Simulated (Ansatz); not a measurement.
# PtS2 (P-3m1) in Ansatz: reference runs

Reference runs on PtS2: the cell as given and a disturbed copy, then over a range of volumes.

Everything below comes from runs of Ansatz 0.2.0. Logs are shortened: lines on timing, memory, paths and dates and some standing lists are left out, and cuts for length are marked.

### 1 Starting point

The structure is trigonal, space group P-3m1 (No. 164). The conventional cell has a = 3.543 Å, b = 3.543 Å, c = 5.039 Å, α = 90.00°, β = 90.00°, γ = 120.00°. Around Pt (site symmetry -3m) lie 6 S at 2.34 Å. S (site symmetry 3m) has 3 Pt at 2.34 Å as nearest neighbours.

### 2 Single point, PBEsol

File input.yaml:

```yaml
crystal:
  lattice:
    - [3.5432, 0.0, 0.0]
    - [-1.7716, 3.0685012107, 0.0]
    - [0.0, 0.0, 5.0388]
  atoms:
    - { symbol: Pt, position: [0.0, 0.0, 0.0] }
    - { symbol: S, position: [0.6666666667, 0.3333333333, 0.773] }
    - { symbol: S, position: [0.3333333333, 0.6666666667, 0.227] }
hamiltonian:
  xc: pbesol
  pseudopotentials: { kind: paw }
kpoints:
  mp_grid: { grid: [9, 9, 5] }
scf:
  occupations: { method: fermi_dirac, width: 0.05 }
output:
  forces: true
  stress: true
  eigenvalues: true
```

Potentials or basis: Ansatz PAW.

The run is started by

```console
> ansatz run input.yaml --threads 2 --pin off --max-ram 5632MiB --backend cpu --events-out ev --progress --plain --runs-dir out
```

Log:

```text
Warning: RAYON_NUM_THREADS=2 ignored (pool sized by the plan → 2); use --threads N
Engine: ansatz 0.2.0, x86_64-unknown-linux-gnu
Pseudopotentials: kind: paw
Pseudopotential: Pt, paw, valence charge 18, recommended cutoff 420 eV (normal), Pt.paw.azcp
Pseudopotential: S, paw, valence charge 6, recommended cutoff 420 eV (normal), S.paw.azcp
Functional definition: PBEsol
  exchange = pbesol_x
  correlation = pbesol_c
Crystal: 3 atoms, lattice volume = 54.783 Å³
Basis set: ecut = 420 eV, 1043 PW (Γ), exchange–correlation on 48×48×72 points (8 copies of the dense FFT grid, shifted against one another)
Bands: 19, of which v1, the nominal top of the filled ones, is band 15 counted from 1 (14 counted from 0)
Symmetry: 12 space group operations
Space group: P-3m1 (ITA 164), of the structure as read, at distance tolerance 3.8e-5 Å
k-points: 50 of 405
Non-local potential: Pt, projectors of the file, l = 0: 3, l = 1: 2, l = 2: 2, l = 3: 1
Non-local potential: S, projectors of the file, l = 0: 2, l = 1: 2, l = 2: 2
PAW form: soft (Blöchl's): semilocal exchange-correlation on the pseudo side does not see the compensation charge
PAW frozen core: Pt, regenerated for the run's functional, and the local potential with it (the file was generated under x = pbe(κ = 0.804, μ = 0.2195149727645171), c = pbe(β = 0.06672455060314922))
PAW frozen core: S, regenerated for the run's functional, and the local potential with it (the file was generated under x = pbe(κ = 0.804, μ = 0.2195149727645171), c = pbe(β = 0.06672455060314922))
PAW one-centre angular grid: Pt, 590 points (default); XC on 64 Gauss nodes
PAW one-centre angular grid: S, 110 points (default); XC on 64 Gauss nodes
Initial density: superposition of atomic densities (neutral atoms: chi_scale 0, normalization atom), corrected by the library's trained network
Initial wavefunctions: pseudopotential atomic-orbital guess
Functional: x = pbesol(κ = 0.804, μ = 0.12345679012345678), c = pbesol(β = 0.046)
SCF iter   1: F=—  HF=-14154.813711 eV  |F-HF|=—  |Δ(HF+E_count)|=         —  Δρ=4.72e-3  dr2=1.82e-2  ethr=1.77e-3  ⟨swp⟩=5.5  Hψ=4822  notcnv=0
preconditioner: auto → Resta (q_TF=auto, 2.468 Å⁻¹)  ε∞=6.6  [insulator: Δε(μ)=0.922 eV  Ē_g=9.922 eV  σ=0.050 eV  W_gap=1.00  n_scr=20 (ndim 8)  ℏωp=23.5 eV  f_vac=0.021  D(μ)=0.00/eV (n_scr^D=0)  ε∞_Penn≈6.6]
SCF iter   2: F=—  HF=-14154.810969 eV  |F-HF|=—  |Δ(HF+E_count)|=   2.74e-3  Δρ=2.51e-3  dr2=3.95e-3  ethr=6.05e-5  ⟨swp⟩=1.4  Hψ=1377  notcnv=0
SCF iter   3: F=—  HF=-14154.810367 eV  |F-HF|=—  |Δ(HF+E_count)|=   6.02e-4  Δρ=9.03e-4  dr2=6.51e-4  ethr=1.32e-5  ⟨swp⟩=2.1  Hψ=1428  notcnv=0
SCF iter   4: F=—  HF=-14154.810293 eV  |F-HF|=—  |Δ(HF+E_count)|=   7.47e-5  Δρ=2.81e-4  dr2=3.29e-5  ethr=2.17e-6  ⟨swp⟩=2.6  Hψ=1433  notcnv=0
SCF iter   5: F=—  HF=-14154.810322 eV  |F-HF|=—  |Δ(HF+E_count)|=   3.00e-5  Δρ=6.02e-5  dr2=2.96e-6  ethr=1.10e-7  ⟨swp⟩=2.0  Hψ=1396  notcnv=0
SCF iter   6: F=—  HF=-14154.810323 eV  |F-HF|=—  |Δ(HF+E_count)|=   3.87e-7  Δρ=1.94e-5  dr2=1.78e-7  ethr=9.86e-9  ⟨swp⟩=2.0  Hψ=1375  notcnv=0
SCF iter   7: F=-14154.810323 eV  HF=-14154.810323 eV  |F-HF|=5.56e-9  |Δ(HF+E_count)|=   2.74e-7  Δρ=3.47e-6  dr2=9.22e-9  ethr=3.33e-10  ⟨swp⟩=6.0  Hψ=4072  notcnv=0
SCF 1 converged in 7 iterations: F = -14154.810323 eV  dr2 = 9.22e-9
SCF converged after 7 iterations
Free energy (F): -14154.810323 eV
Harris-Foulkes:  -14154.810323 eV  (|F-HF|=5.56e-9)
Internal energy: -14154.810315 eV  (E = F + TS)
E sigma→0 (E₀):  -14154.810319 eV
Entropy (-TS):   -0.000008 eV (-0.003 meV/atom)
Fermi energy:    11.340766 eV
--- Per-component energies (eV) ---
  E_band       = -323.672462
  E_kinetic    = 854.114341
  E_local      = -3142.370762  (includes V_loc(G=0)·N_el)
  E_nonlocal   = 258.626647
  E_hartree    = 1242.849170
  E_xc         = -454.002173
  E_vxc        = -479.044362  (∫ρ·V_xc dr)
  E_paw        = -10484.234223  (= ΣΔE_a)
  E_vpaw       = -300.698312  (= ΣTr[D̂ρ^β])
  E_aug_tail   = 0.000179  (compensation charges beyond the density's cutoff)
  E_ewald      = -2430.204375
  E_core_change = 0.410880  (= ΣΔE_core)
  E_smearing   = -0.000008  (= −TS)
  E_closure    = -0.000000  (closes the sum)
  Σ components = -14154.810323   (vs F -14154.810323, Δ=0.00e0)
--- Forces (eV/Å), atoms counted from 1 ---
  atom   1  Pt    -0.00000000     0.00000000     0.00000000
  atom   2  S      0.00000000    -0.00000000    -0.95188315
  atom   3  S     -0.00000000     0.00000000     0.95188315
  max |Σ_I F_I| component: 9.25e-18 eV/Å
--- Stress (GPa, compression-positive) ---
        6.664931       0.000000       0.000000
        0.000000       6.664931       0.000000
        0.000000       0.000000       5.848989
  P = ⅓ Tr σ = 6.3930 GPa (63.930 kbar)
--- Band table (eV; the first three rows and the last of 50) ---
  k-point 0: bands = ["-88.6956", "-42.9323", "-42.9323", "-42.7526", "-4.7210", "-1.4188", "3.7853", "3.7853", "3.9143", "6.8587", "6.8587", "9.0709", "9.7357", "9.7357", "10.7492", "13.3242", "13.3242", "15.5115", "16.4730"]
  k-point 1: bands = ["-88.6956", "-42.9323", "-42.9323", "-42.7526", "-4.6351", "-1.6652", "3.7921", "3.7921", "4.3192", "6.8504", "6.8504", "8.9206", "9.6687", "9.6687", "10.4108", "13.4838", "13.4838", "15.6260", "17.0989"]
  k-point 2: bands = ["-88.6956", "-42.9323", "-42.9323", "-42.7526", "-4.4724", "-2.0561", "3.8032", "3.8032", "5.0608", "6.8375", "6.8375", "8.4583", "9.5654", "9.5654", "10.0190", "13.7566", "13.7566", "16.0770", "17.9613"]
  k-point 49: bands = ["-88.6951", "-42.9491", "-42.9491", "-42.7492", "-2.3851", "-2.3851", "4.2635", "4.2717", "4.2717", "6.4501", "6.4501", "7.2197", "7.4192", "9.0150", "9.0150", "12.9556", "12.9556", "17.8640", "18.6557"]
```

Run time: 1.4 s. Hardware: 2 threads of Intel Xeon Platinum 8375C at 2.90GHz (Ice Lake), shared host; peak memory 0.4 GiB.

What came out:

```
Free energy            : -14154.8103 eV
Pressure               : 6.4 GPa
Largest force          : 0.952 eV/Å
Band gap on the k mesh : 0.95 eV, indirect (least direct gap 0.99 eV)
```

Forces on the atoms (eV/Å):
```
Pt   0.000  0.000  0.000
S    0.000  0.000 -0.952
S    0.000  0.000  0.952
```

Stress tensor (GPa, compression positive):
```
6.66 0.00 0.00
0.00 6.66 0.00
0.00 0.00 5.85
```

Levels at points of the mesh, in eV from the valence-band top:
```tsv
k point	band 13	band 14	band 15	band 16	band 17	band 18
(0.00, 0.00, 0.00)	-1.16	-1.16	-0.15	2.43	2.43	4.62
```

Caveat: odd divisions of the mesh miss points on the zone boundary, where band edges often lie, so the gap on the mesh can be too wide; spin-orbit coupling is left out, which moves the levels of the heavy elements; the PAW data sets come from PBE, with cores solved anew for the run's functional, which leaves a small shift of forces and pressure. A hybrid or GW would open this gap; PBEsol tends to underestimate it.

### 3 Single point, PBEsol (atoms moved at random, drawn with an rms of 0.05 Å)

File input.yaml:

```yaml
crystal:
  lattice:
    - [3.5432, 0.0, 0.0]
    - [-1.7716, 3.0685012107, 0.0]
    - [0.0, 0.0, 5.0388]
  atoms:
    - { symbol: Pt, position: [-0.000574, -0.00651, 0.010049] }
    - { symbol: S, position: [0.667183, 0.331074, 0.771687] }
    - { symbol: S, position: [0.335064, 0.671482, 0.234354] }
hamiltonian:
  xc: pbesol
  pseudopotentials: { kind: paw }
kpoints:
  mp_grid: { grid: [9, 9, 5] }
scf:
  occupations: { method: fermi_dirac, width: 0.05 }
output:
  forces: true
  stress: true
  eigenvalues: true
```

Potentials or basis: Ansatz PAW.

The run is started by

```console
> ansatz run input.yaml --threads 2 --pin off --max-ram 5632MiB --backend cpu --events-out ev --progress --plain --runs-dir out
```

Log:

```text
Warning: RAYON_NUM_THREADS=2 ignored (pool sized by the plan → 2); use --threads N
[... 7 set-up lines as earlier in the session ...]
Crystal: 3 atoms, lattice volume = 54.783 Å³
Basis set: ecut = 420 eV, 1043 PW (Γ), exchange–correlation on 48×48×72 points (8 copies of the dense FFT grid, shifted against one another)
Bands: 19, of which v1, the nominal top of the filled ones, is band 15 counted from 1 (14 counted from 0)
Symmetry: 1 space group operations
[... 37 lines left out ...]
  E_paw        = -10484.185927  (= ΣΔE_a)
  E_vpaw       = -300.636882  (= ΣTr[D̂ρ^β])
  E_aug_tail   = 0.000182  (compensation charges beyond the density's cutoff)
  E_ewald      = -2443.802113
  E_core_change = 0.410880  (= ΣΔE_core)
  E_smearing   = -0.000013  (= −TS)
  E_closure    = -0.000000  (closes the sum)
  Σ components = -14154.824535   (vs F -14154.824535, Δ=0.00e0)
--- Forces (eV/Å), atoms counted from 1 ---
  atom   1  Pt    -0.16273566     0.46290323    -0.72517834
  atom   2  S      0.02008770    -0.08689132    -0.30098661
  atom   3  S      0.14264806    -0.37601195     1.02611910
  max |Σ_I F_I| component: 4.59e-5 eV/Å
--- Stress (GPa, compression-positive) ---
        5.479297      -0.229942       0.378529
       -0.229942       4.372971      -0.875979
        0.378529      -0.875979       3.974360
  P = ⅓ Tr σ = 4.6089 GPa (46.089 kbar)
--- Band table (eV; the first three rows and the last of 203) ---
  k-point 0: bands = ["-88.6633", "-42.8976", "-42.8783", "-42.7321", "-4.6298", "-1.4257", "3.8944", "3.9081", "3.9438", "6.9021", "6.9167", "8.9955", "9.7418", "9.8073", "10.8150", "13.1876", "13.2620", "15.4639", "16.4149"]
  k-point 1: bands = ["-88.6633", "-42.8976", "-42.8783", "-42.7321", "-4.5361", "-1.6858", "3.9079", "3.9443", "4.3268", "6.8936", "6.9078", "8.8585", "9.6719", "9.7273", "10.4355", "13.3602", "13.4280", "15.6123", "17.0418"]
  k-point 2: bands = ["-88.6633", "-42.8976", "-42.8783", "-42.7322", "-4.3547", "-2.1026", "3.9193", "3.9578", "5.0953", "6.8807", "6.8940", "8.4135", "9.5638", "9.6031", "9.9876", "13.6539", "13.7131", "16.0989", "17.9062"]
  k-point 202: bands = ["-88.6629", "-42.9155", "-42.8875", "-42.7294", "-2.9504", "-2.1336", "3.6812", "4.5127", "5.1806", "6.1806", "6.6277", "7.6542", "8.2869", "8.4293", "10.0746", "11.9242", "12.9675", "16.2839", "17.5523"]
```

Run time: 7.1 s. Hardware: 2 threads of Intel Xeon Platinum 8375C at 2.90GHz (Ice Lake), shared host; peak memory 0.55 GiB.

What came out:

```yaml
Free_energy: -14154.8245 eV
Pressure: 4.6 GPa
Largest_force: 1.102 eV/Å
Band_gap_on_the_k_mesh: 0.82 eV, indirect (least direct gap 0.95 eV)
```

Forces in eV/Å, atoms in the order of the input:
```
Pt  -0.163  0.463 -0.725
S    0.020 -0.087 -0.301
S    0.143 -0.376  1.026
```

Levels at points of the mesh, in eV from the valence-band top:
```tsv
k point	band 11	band 12	band 13	band 14	band 15	band 16	band 17	band 18	band 19
(0.00, 0.00, 0.00)	-3.98	-1.91	-1.16	-1.09	-0.09	2.29	2.36	4.56	5.51
```

Caveat: odd divisions of the mesh miss points on the zone boundary, where band edges often lie, so the gap on the mesh can be too wide; spin-orbit coupling is left out, which moves the levels of the heavy elements; the PAW data sets come from PBE, with cores solved anew for the run's functional, which leaves a small shift of forces and pressure. A k mesh can miss the band edges.

(Continued in part 2 of 2.)
